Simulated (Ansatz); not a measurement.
The system is Ge.

```
CELL_PARAMETERS angstrom
0.00000 2.88574 5.11566
2.63050 0.00000 5.11566
2.63050 2.88574 0.00000
ATOMIC_POSITIONS crystal
Ge 0.72649 0.27351 0.72649
Ge 0.27351 0.72649 0.27351
Ge 0.21813 0.21813 0.78187
Ge 0.78187 0.78187 0.21813
```

This isn't the form of Ge at room conditions, which is diamond.

* Program: Ansatz 0.2.0
* Task: relaxation of cell and atoms
* Functional: PBE0
* Potentials or basis: Ansatz PAW
* Cutoff: 420 eV (not typed: the program's choice for these potentials)
* k mesh: 4 × 4 × 4
* Occupations: fermi-dirac, width 0.05 eV
* Spin: no spin polarisation

At the start: volume 19.42 Å³/atom.

Question: Where does the relaxation end?

Answer: It ends after 8 steps and the volume is 18.62 Å³/atom (-4.1 %); space group Fmmm (No. 69, to 0.05 Å).

Step by step:
```tsv
step	energy change (eV)	largest force (eV/Å)	volume (Å³)
1	0.0000	0.2712	77.67
2	-0.0849	0.0650	73.80
3	-0.1103	0.0831	74.75
4	-0.1117	0.0543	74.52
5	-0.1122	0.0204	74.44
6	-0.1122	0.0108	74.46
7	-0.1123	0.0011	74.49
8	-0.1113	0.0011	74.49
```

Final structure:
```
CELL_PARAMETERS angstrom
0.00000 2.93191 4.96670
2.55764 0.00000 4.96670
2.55764 2.93191 0.00000
ATOMIC_POSITIONS crystal
Ge 0.72664 0.27336 0.72664
Ge 0.27336 0.72664 0.27336
Ge 0.21321 0.21321 0.78679
Ge 0.78679 0.78679 0.21321
```

Caveat: the k mesh is coarse (spacing up to 0.43 Å⁻¹), so the values aren't converged, least of all with exact exchange; the plane-wave basis is chosen anew once the cell has moved, so the energies of steps on either side of that aren't comparable; the PAW data sets come from PBE, with cores solved anew for the run's functional, which leaves a small shift of forces and pressure.
